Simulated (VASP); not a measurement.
The system is SiGe.

```
Ge Si
1.0
     3.90445    0.00000    0.00000
    -1.95223    3.38135    0.00000
     0.00000    0.00000    6.45078
Ge Si
2 2
Direct
  0.33333 0.66667 0.00039
  0.66667 0.33333 0.50039
  0.33333 0.66667 0.37461
  0.66667 0.33333 0.87461
```

The cell comes from a database or a generator and needn't be the stable form of this composition.

Base run:

```yaml
Program: VASP 6.6.1
Functional: TB-mBJ
Potentials_or_basis: VASP PAW PBE potentials, release 64 (Ge_d, Si)
Cutoff: 520 eV
k_mesh: 8 × 8 × 4
Occupations: gaussian, width 0.02 eV
Spin: no spin polarisation
```

Its results: band gap on the k mesh 1.05 eV, indirect (least direct gap 1.09 eV).

Task: The run is repeated on the same cell with these changes: functional from TB-mBJ to r2SCAN. What comes out?

Result: Band gap on the k mesh 0.66 eV, indirect (least direct gap 0.78 eV).
